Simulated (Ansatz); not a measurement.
# FeNi (Tetrataenite) under changes of volume

One of the cells (11.491 Å³/atom); the others are scaled copies at fixed shape and fractional positions:

```xyz
2
Lattice="2.5330 0.0000 0.0000 0.0000 2.5330 0.0000 0.0000 0.0000 3.5820" Properties=species:S:1:pos:R:3 pbc="T T T"
Ni    1.2665    1.2665    1.7910
Fe    0.0000    0.0000    0.0000
```

- Program: Ansatz 0.2.0
- Functional: PBEsol
- Potentials or basis: Ansatz PAW earlier set
- Cutoff: 920 eV (not typed: the program's choice for these potentials)
- k mesh: 10 × 10 × 8
- Occupations: fermi-dirac, width 0.05 eV
- Spin: collinear spin, ferromagnetic start
- Starting moments: [1.0, 3.0] μB

```tsv
volume (Å³/atom)	energy over the lowest point (meV/atom)	pressure (GPa)	moment (μB per cell)
10.802	0.00	0.1	3.25
11.032	2.98	-4.3	3.27
11.261	12.02	-8.2	3.29
11.491	26.43	-11.6	3.31
11.721	?	?	?
11.951	68.46	-17.2	3.37
12.181	94.88	-19.5	3.40
```

Question: What does the run at 11.721 Å³/atom give?

Answer: Energy over the lowest point 45.46 meV/atom; pressure -14.6 GPa; moment 3.34 μB per cell.

Worked out: A Birch-Murnaghan fit of order 3 (a polynomial in V^(-2/3)) to the other rows has its minimum at 10.82 Å³/atom with B0 = V·E''(V) = 230 GPa and B' = 5.7 at fixed shape and positions, which overstates the stiffness. It gives 45.45 meV/atom at 11.721 Å³/atom, against the run's 45.46, and -dE/dV = -14.7 GPa, against -14.6. A parabola through the other rows of the moment, of slope 0.121 μB per Å³/atom there, gives 3.34 μB, against the run's 3.34.

Energies are extrapolated to zero smearing.

Caveats: the PAW data sets come from PBE, with cores solved anew for the run's functional, which leaves a small shift of forces and pressure.
